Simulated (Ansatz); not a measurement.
Ansatz input (lattice in Å, positions in fractions of it; a bare `kind: paw` takes the build's default datasets)
```yaml
crystal:
  lattice:
    - [4.550328717008, 0.0, 0.0]
    - [0.0, 4.550328717008, 0.0]
    - [0.0, 0.0, 4.550328717008]
  atoms:
    - { symbol: La, position: [0, 0, 0] }
    - { symbol: O, position: [0.5, 0, 0] }
    - { symbol: O, position: [0, 0.5, 0] }
    - { symbol: O, position: [0, 0, 0.5] }
kpoints:
  mp_grid: { grid: [12, 12, 12] }
hamiltonian:
  xc: pbe
  pseudopotentials: { kind: paw }
scf:
  occupations: { method: fermi_dirac, width: 0.061225619053 }
output:
  forces: true
  stress: true
```

These are results of PBE, plane waves, PAW datasets (generated soft set 1) in Ansatz 0.2.0 development build, not measurements.

**Question.** Does this run converge?

**Answer.** Yes, in 9 iterations.

This cubic structure is a model: it isn't the usual form of the substance at ambient conditions, and such phases are metastable or hypothetical. Spin polarisation is left out, and a magnetic state may lie lower.
